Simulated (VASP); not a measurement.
# MnSb (Fm-3m) in VASP: single point with PBEsol

Aim: the single point of MnSb with PBEsol.

Everything below comes from runs of VASP 6.6.1. Logs are shortened: lines on timing, memory, paths and dates and some standing lists are left out, and cuts for length are marked.

### Step 1. Starting point

The structure is cubic, space group Fm-3m (No. 225). The conventional cell has a = 5.590 Å, b = 5.590 Å, c = 5.590 Å, α = 90.00°, β = 90.00°, γ = 90.00°. Around Mn (site symmetry m-3m) lie 6 Sb at 2.80 Å. Sb (site symmetry m-3m) has 6 Mn at 2.80 Å as nearest neighbours.

The cell comes from a database or a generator and needn't be the stable form of this composition.

### Step 2. Single point, PBEsol, collinear spin, typed start

INCAR

```
ALGO = Fast
EDIFF = 1E-6
ENCUT = 520
GGA = PS
ISIF = 2
ISMEAR = 0
ISPIN = 2
LASPH = True
LCHARG = False
LMAXMIX = 4
LORBIT = 11
LREAL = False
LWAVE = False
MAGMOM = 4 0
NBANDS = 20
NELM = 150
PREC = Accurate
SIGMA = 0.1
```

KPOINTS

```
k-points
0
Gamma
  6 6 6
```

POSCAR

```
MnSb
1.0
    0.0000000000      2.7950160000      2.7950160000
    2.7950160000      0.0000000000      2.7950160000
    2.7950160000      2.7950160000      0.0000000000
Mn Sb
1 1
Direct
    0.0000000000      0.0000000000      0.0000000000
    0.5000000000      0.5000000000      0.5000000000
```

Potentials or basis: VASP PAW PBE potentials, release 64 (Mn_pv, Sb).

The run is started by

```bash
$ cat potpaw_PBE.64/Mn_pv/POTCAR potpaw_PBE.64/Sb/POTCAR > POTCAR
$ mpirun -np 1 vasp_std > vasp.out
```

OUTCAR:

```text
EDIFF = 1E-6
   ENCUT = 520
   GGA = PS
   ISIF = 2
   ISMEAR = 0
   ISPIN = 2
   LASPH = True
   LORBIT = 11
   LREAL = False
   NELM = 150
   PREC = Accurate

 ion  position               nearest neighbor table
   1  0.000  0.000  0.000-   2 2.80   2 2.80   2 2.80   2 2.80   2 2.80   2 2.80
   2  0.500  0.500  0.500-   1 2.80   1 2.80   1 2.80   1 2.80   1 2.80   1 2.80

  LATTYP: Found a face centered cubic cell.
 ALAT       =     5.5900320000

  Lattice vectors:

 A1 = (   0.0000000000,   2.7950160000,   2.7950160000)
 A2 = (   2.7950160000,   0.0000000000,   2.7950160000)
 A3 = (   2.7950160000,   2.7950160000,   0.0000000000)

Analysis of symmetry for initial positions (statically):
=====================================================================
 Subroutine PRICEL returns:
 Original cell was already a primitive cell.

 Routine SETGRP: Setting up the symmetry group for a
 face centered cubic supercell.

 Subroutine GETGRP returns: Found 48 space group operations
 (whereof 48 operations were pure point group operations)
 out of a pool of 48 trial point group operations.

The static configuration has the point symmetry O_h .

Analysis of symmetry for dynamics (positions and initial velocities):
=====================================================================
 Subroutine PRICEL returns:
 Original cell was already a primitive cell.

 Routine SETGRP: Setting up the symmetry group for a
 face centered cubic supercell.

 Subroutine GETGRP returns: Found 48 space group operations
 (whereof 48 operations were pure point group operations)
 out of a pool of 48 trial point group operations.

The dynamic configuration has the point symmetry O_h .

Analysis of structural, dynamic, and magnetic symmetry:
=====================================================================
 Subroutine PRICEL returns:
 Original cell was already a primitive cell.

 Routine SETGRP: Setting up the symmetry group for a
 face centered cubic supercell.

 Subroutine GETGRP returns: Found 48 space group operations
 (whereof 48 operations were pure point group operations)
 out of a pool of 48 trial point group operations.

The overall configuration has the point symmetry O_h .

 Subroutine INISYM returns: Found 48 space group operations
 (whereof 48 operations are pure point group operations),
 and found     1 'primitive' translations

----------------------------------------------------------------------------------------

                                     Primitive cell

  volume of cell :      43.6700

  direct lattice vectors                    reciprocal lattice vectors
     0.000000000  2.795016000  2.795016000    -0.178889853  0.178889853  0.178889853
     2.795016000  0.000000000  2.795016000     0.178889853 -0.178889853  0.178889853
     2.795016000  2.795016000  0.000000000     0.178889853  0.178889853 -0.178889853

  length of vectors
     3.952749534  3.952749534  3.952749534     0.309846314  0.309846314  0.309846314

  position of ions in fractional coordinates (direct lattice)
     0.000000000  0.000000000  0.000000000
     0.500000000  0.500000000  0.500000000

  ion indices of the primitive-cell ions
   primitive index   ion index
                 1           1
                 2           2

----------------------------------------------------------------------------------------

 KPOINTS: k-points

Automatic generation of k-mesh.
 Grid dimensions read from file:
 generate k-points for:    6    6    6

 Generating k-lattice:

  Cartesian coordinates                     Fractional coordinates (reciprocal lattice)
    -0.029814975  0.029814975  0.029814975     0.166666667  0.000000000  0.000000000
     0.029814975 -0.029814975  0.029814975     0.000000000  0.166666667  0.000000000
     0.029814975  0.029814975 -0.029814975     0.000000000  0.000000000  0.166666667

  Length of vectors
     0.051641052  0.051641052  0.051641052

  Shift w.r.t. Gamma in fractional coordinates (k-lattice)
     0.000000000  0.000000000  0.000000000

 Subroutine IBZKPT returns following result:
 ===========================================

 Found     16 irreducible k-points:

 Following reciprocal coordinates:
            Coordinates               Weight
  0.000000  0.000000  0.000000      1.000000
  0.166667  0.000000  0.000000      8.000000
  0.333333  0.000000  0.000000      8.000000
  0.500000  0.000000  0.000000      4.000000
  0.166667  0.166667  0.000000      6.000000
  0.333333  0.166667  0.000000     24.000000
[... 8 lines left out ...]
 -0.333333  0.333333  0.166667     24.000000
 -0.333333  0.500000  0.166667     12.000000
   k-points           NKPTS =     16   k-points in BZ     NKDIM =     16   number of bands    NBANDS=     20
   number of dos      NEDOS =    301   number of ions     NIONS =      2
   total plane-waves  NPLWV =  27000
   dimension x,y,z NGX =    30 NGY =   30 NGZ =   30
   dimension x,y,z NGXF=    60 NGYF=   60 NGZF=   60
   ions per type =               1   1
   NGX,Y,Z   is equivalent  to a cutoff of  12.62, 12.62, 12.62 a.u.
   NGXF,Y,Z  is equivalent  to a cutoff of  25.23, 25.23, 25.23 a.u.
 SYSTEM =  unknown system
   PREC   = accura    normal or accurate (medium, high low for compatibility)
   ISTART =      0    job   : 0-new  1-cont  2-samecut
   ICHARG =      2    charge: 1-file 2-atom 10-const
   ISPIN  =      2    spin polarized calculation?
   LNONCOLLINEAR =      F non collinear calculations
   LSORBIT =      F    spin-orbit coupling
   LASPH  =      T    aspherical Exc in radial PAW
   ENCUT  =  520.0 eV  38.22 Ry    6.18 a.u.   7.35  7.35  7.35*2*pi/ulx,y,z
   NELM   =    150;   NELMIN=  2; NELMDL= -5     # of ELM steps
   EDIFF  = 0.1E-05   stopping-criterion for ELM
   LREAL  =      F    real-space projection
   EDIFFG = 0.1E-04   stopping-criterion for IOM
   NSW    =      0    number of steps for IOM
   IBRION =     -1    ionic relax: 0-MD 1-quasi-New 2-CG
   NFREE  =      0    steps in history (QN), initial steepest desc. (CG)
   ISIF   =      2    stress and relaxation
   ISYM   =      2    0-nonsym 1-usesym 2-fastsym
   POTIM  = 0.5000    time-step for ionic-motion
   TEBEG  =    0.0;   TEEND  =   0.0 temperature during run
   PSTRESS=    0.0 pullay stress
   NELECT =      18.0000    total number of electrons
   NUPDOWN=      -1.0000    fix difference up-down
   EMIN   =  10.00;   EMAX   =-10.00  energy-range for DOS
   EFERMI =   0.00;   METHOD = LEGACY
   ISMEAR =     0;   SIGMA  =   0.10  broadening in eV -4-tet -1-fermi 0-gaus
   EFERMI_NEDOS =   21; number of points for ismear=-14 and -15
   IALGO  =     68    algorithm
   IMIX   =      4    mixing-type and parameters
     AMIX     =   0.40;   BMIX     =  1.00
     AMIX_MAG =   1.60;   BMIX_MAG =  1.00
  volume/ion in A,a.u.               =      21.83       147.35
  Fermi-wavevector in a.u.,A,eV,Ry     =   1.218348  2.302344 20.196106  1.484372
  Thomas-Fermi vector in A             =   2.353638
   LORBIT       =     11    0 simple, 1 ext, 2 COOP (PROOUT), +10 PAW based schemes
   GGA     = PS    functional components
   LHFCALC =     F    Hartree Fock is set to
   AEXX    =    0.0000 exact exchange contribution
   IVDW    =     0    specifies the selected vdW correction
   LEPSILON=     F    determine dielectric tensor
   LRPA    =     F    only Hartree local field effects (RPA)
 spin polarized calculation
 RMM-DIIS sequential band-by-band and
 Gauss-broadening in eV      SIGMA  =   0.10
  energy-cutoff  :      520.00
  volume of cell :       43.67
 maximum number of plane-waves:      1243
 NGX is ok and might be reduce to    30
   NGX = 15   NGY = 15   NGZ = 15

 number of electron      17.9999988 magnetization       3.8255210

 Free energy of the ion-electron system (eV)
  ---------------------------------------------------
  ext. energy  EPLUGINS =         0.00000000
  ---------------------------------------------------
  free energy    TOTEN  =       -13.79654996 eV

  energy without entropy =      -13.78990564  energy(sigma->0) =      -13.79322780

 E-fermi :   7.4240     XC(G=0): -10.7039

 val. band max:        7.4174391323   @ k =   0.1667   0.1667   0.0000
 cond. band min:       7.4426337407   @ k =   0.5000   0.3333   0.0000
 fundamental gap:      0.0251946084
 Fermi energy:         7.4239814990

 spin component 1

 k-point     1 :       0.0000    0.0000    0.0000
  band No.  band energies     occupation
      1     -42.6540      1.00000
      2     -42.6540      1.00000
      3     -42.6540      1.00000
      4      -4.0850      1.00000
      5       4.4278      1.00000
      6       4.4278      1.00000
[... 12 lines left out ...]
     19      16.9336      0.00000
     20      16.9336      0.00000
[... 323 lines left out ...]
 k-point    16 :      -0.3333    0.5000    0.1667
  band No.  band energies     occupation
      1     -42.6565      1.00000
      2     -42.6557      1.00000
      3     -42.6551      1.00000
      4      -1.4649      1.00000
      5       3.0225      1.00000
      6       3.6471      1.00000
[... 12 lines left out ...]
     19      22.2518      0.00000
     20      23.2142      0.00000
 Fermi energy:         7.4239814990

 spin component 2

 k-point     1 :       0.0000    0.0000    0.0000
  band No.  band energies     occupation
      1     -38.7801      1.00000
      2     -38.7800      1.00000
      3     -38.7800      1.00000
      4      -3.9655      1.00000
      5       7.6256      0.00218
      6       7.6256      0.00218
[... 12 lines left out ...]
     19      17.8735      0.00000
     20      17.8735      0.00000
[... 323 lines left out ...]
 k-point    16 :      -0.3333    0.5000    0.1667
  band No.  band energies     occupation
      1     -38.7834      1.00000
      2     -38.7823      1.00000
      3     -38.7815      1.00000
      4      -1.3944      1.00000
      5       3.3482      1.00000
      6       4.5748      1.00000
[... 12 lines left out ...]
     19      22.1556      0.00000
     20      23.5124      0.00000

------------------------ aborting loop because EDIFF is reached ----------------------------------------

  FORCE on cell =-STRESS in cart. coord.  units (eV):
  Direction    XX          YY          ZZ          XY          YZ          ZX
  --------------------------------------------------------------------------------------
  -------------------------------------------------------------------------------------
  Total       -1.1674353     -1.1674353     -1.1674353      0.0000000      0.0000000     -0.0000000
  in kB      -42.8312266    -42.8312266    -42.8312266      0.0000000      0.0000000     -0.0000000
  external PRESSURE =     -42.8312266 kB  Pullay stress =       0.0000000 kB

 VOLUME and BASIS-vectors are now :
 -----------------------------------------------------------------------------
  energy-cutoff  :      520.00
  volume of cell :       43.67
      direct lattice vectors                 reciprocal lattice vectors
     0.000000000  2.795016000  2.795016000    -0.178889853  0.178889853  0.178889853
     2.795016000  0.000000000  2.795016000     0.178889853 -0.178889853  0.178889853
     2.795016000  2.795016000  0.000000000     0.178889853  0.178889853 -0.178889853

 POSITION                                       TOTAL-FORCE (eV/Angst)
 -----------------------------------------------------------------------------------
      0.00000      0.00000      0.00000         0.000000      0.000000      0.000000
      2.79502      2.79502      2.79502        -0.000000     -0.000000     -0.000000
 -----------------------------------------------------------------------------------
    total drift:                               -0.000000      0.000000      0.000000

  FREE ENERGIE OF THE ION-ELECTRON SYSTEM (eV)
  ---------------------------------------------------
  free  energy   TOTEN  =       -13.7965499586 eV

  energy  without entropy=      -13.7899056370  energy(sigma->0) =      -13.79322780

 total charge

# of ion       s       p       d       tot
------------------------------------------
    1        0.282   6.186   4.992  11.461
    2        1.144   1.293   0.035   2.472
--------------------------------------------------
tot          1.426   7.479   5.028  13.932

 magnetization (x)

# of ion       s       p       d       tot
------------------------------------------
    1        0.071   0.035   3.633   3.740
    2        0.011  -0.123   0.011  -0.101
--------------------------------------------------
tot          0.082  -0.087   3.644   3.639
```

Wall time 20 s (1 thread of Intel Xeon 6975P-C (Granite Rapids), shared host); peak memory 0.18 GiB.

Results:

| Item | Value |
| --- | --- |
| Free energy | -13.7965 eV |
| Pressure | -4.3 GPa |
| Band gap on the k mesh | none (metal or under the smearing width) |
| Net moment | 3.83 μB per cell |
| Site moments | Mn +3.74; Sb -0.10 μB |
| Valence electrons inside the program's atomic spheres | Mn 11.46; Sb 2.47 |

Caveat: the PAW data sets were made with another functional, which shifts forces and pressure a little; a cell with one magnetic atom can't hold antiferromagnetic order, which such compounds often take.
